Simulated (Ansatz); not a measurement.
**InSb: pressure against volume**

The task here is to estimate one member of a computed series from the others.

Method: DFT PBE, scalar-relativistic, in Ansatz 0.2.0.

### The system as given

The structure is cubic, space group F-43m (No. 216). Conventional cell: a = 6.478 Å, b = 6.478 Å, c = 6.478 Å, α = 90.00°, β = 90.00°, γ = 90.00°. In (site symmetry -43m) is surrounded by 4 Sb at 2.81 Å. Around Sb (site symmetry -43m) lie 4 In at 2.81 Å.

As a file:

```cif
data_structure
_symmetry_space_group_name_H-M 'F-43m'
_symmetry_Int_Tables_number 216
_cell_length_a 6.4782
_cell_length_b 6.4782
_cell_length_c 6.4782
_cell_angle_alpha 90.000
_cell_angle_beta 90.000
_cell_angle_gamma 90.000
_cell_volume 271.87
loop_
_atom_site_label
_atom_site_type_symbol
_atom_site_symmetry_multiplicity
_atom_site_Wyckoff_symbol
_atom_site_fract_x
_atom_site_fract_y
_atom_site_fract_z
_atom_site_occupancy
In1 In 4 a 0.00000 0.00000 0.00000 1
Sb1 Sb 4 c 0.25000 0.25000 0.25000 1
```

The file gives the conventional cell by its symmetry; the runs use the cell typed in the input.

Structure: COD 9008853, as refined from experiment and not relaxed.

Atoms are numbered in the order of the input: In1, Sb2.

Set-up of the first run:

input.yaml

```yaml
crystal:
  lattice:
    - [0.0, 3.1735398497, 3.1735398497]
    - [3.1735398497, 0.0, 3.1735398497]
    - [3.1735398497, 3.1735398497, 0.0]
  atoms:
    - { symbol: In, position: [0.0, 0.0, 0.0] }
    - { symbol: Sb, position: [0.75, 0.75, 0.75] }
kpoints:
  mp_grid: { grid: [10, 10, 10] }
scf:
  occupations: { method: fermi_dirac, width: 0.03 }
hamiltonian:
  xc: pbe
  pseudopotentials: { kind: all_electron, lapw: { basis_error: 0.00025 } }
output:
  forces: true
  stress: true
  eigenvalues: true
```

Launch:

```bash
$ ansatz run input.yaml --threads 1 --pin off --max-ram 2048MiB --backend cpu --events-out ev --progress --plain --runs-dir out
```

Steps of the session up to this table: Volume × 0.9405, LAPW; Volume × 0.9405, PAW; Volume × 0.9405, crystal datasets; Volume × 0.98, LAPW; Volume × 0.98, PAW; Volume × 1.02, LAPW; Volume × 1.02, PAW; Volume × 1.06, LAPW; Volume × 1.06, PAW; Volume × 1.06, crystal datasets.

One table of the session follows, with a row left open; its other results are not shown here.

| method | volume (Å³/atom) | pressure (GPa) |
| --- | --- | --- |
| LAPW | 31.962 | 6.75 |
| LAPW | 33.304 | 4.24 |
| LAPW | 33.984 | 3.15 |
| LAPW | 34.664 | 2.18 |
| LAPW | 36.023 | 0.52 |
| PAW | 31.962 | ? |
| PAW | 33.304 | 4.23 |
| PAW | 33.984 | 3.15 |
| PAW | 34.664 | 2.17 |
| PAW | 36.023 | 0.51 |
| crystal datasets | 31.962 | 6.75 |
| crystal datasets | 33.984 | 3.15 |
| crystal datasets | 36.023 | 0.52 |

Estimate the missing values for PAW, 31.962.

**Answer.** pressure (GPa): 6.74. In the column «pressure (GPa)» it lies between LAPW, 33.304 (4.24) and LAPW, 31.962 (6.75).

To keep in mind: Spin-orbit coupling is left out, though the cell holds Sb; in elements this heavy it can shift bands and gaps by tenths of an eV. Warnings in the runs' records: gradients without spin orbit, crystal datasets made.
